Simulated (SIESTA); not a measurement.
The system is HfO2.

```
CELL_PARAMETERS angstrom
5.21946 0.00000 0.00000
0.00000 5.00476 0.00000
0.00000 0.00000 5.03269
ATOMIC_POSITIONS crystal
Hf 0.96699 0.73252 0.74144
Hf 0.53301 0.73252 0.24144
Hf 0.46699 0.26748 0.74144
Hf 0.03301 0.26748 0.24144
O 0.63213 0.92865 0.87927
O 0.86787 0.92865 0.37927
O 0.23395 0.53988 0.49229
O 0.26605 0.53988 0.99229
O 0.76605 0.46012 0.99229
O 0.73395 0.46012 0.49229
O 0.13213 0.07135 0.87927
O 0.36787 0.07135 0.37927
```

Measurements of this composition are mostly on another form, of space group No. 14.

Base run:

| Quantity | Value |
| --- | --- |
| Program | SIESTA 5.4.2 |
| Functional | PBE |
| Potentials or basis | PseudoDojo 0.4 standard (PBE files) |
| Basis | DZ (energy shift 0.003 Ry; two zetas on semicore shells) |
| Grid cutoff | 800 Ry |
| Energy shift | 0.003 Ry |
| k mesh | 5 × 6 × 5 |
| Occupations | fermi-dirac, width 0.05 eV |
| Spin | no spin polarisation |

Its results: band gap on the k mesh 4.33 eV, indirect (least direct gap 4.58 eV); pressure 12.3 GPa; largest force 0.330 eV/Å.

After a change of settings the same cell gave: band gap on the k mesh 3.57 eV, indirect (least direct gap 3.75 eV); pressure 6.8 GPa; largest force 0.381 eV/Å. Which change was it?
A. basis from DZ (energy shift 0.003 Ry; two zetas on semicore shells) to DZP (energy shift 0.003 Ry; two zetas on semicore shells); k mesh from 5 × 6 × 5 to 4 × 4 × 4
B. functional from PBE to vdW-DF-cx; basis from DZ (energy shift 0.003 Ry; two zetas on semicore shells) to DZP (energy shift 0.003 Ry; two zetas on semicore shells)
C. basis from DZ (energy shift 0.003 Ry; two zetas on semicore shells) to SZ (energy shift 0.003 Ry)
D. functional from PBE to RPBE; basis from DZ (energy shift 0.003 Ry; two zetas on semicore shells) to DZP (energy shift 0.003 Ry; two zetas on semicore shells)

C.

Caveats: the basis has no polarisation orbitals; short orbitals over semicore shells can move pressures by several GPa; spin-orbit coupling is left out, which moves the levels of the heavy elements; the basis of atomic orbitals isn't converged, which shifts pressures, moduli and gaps.
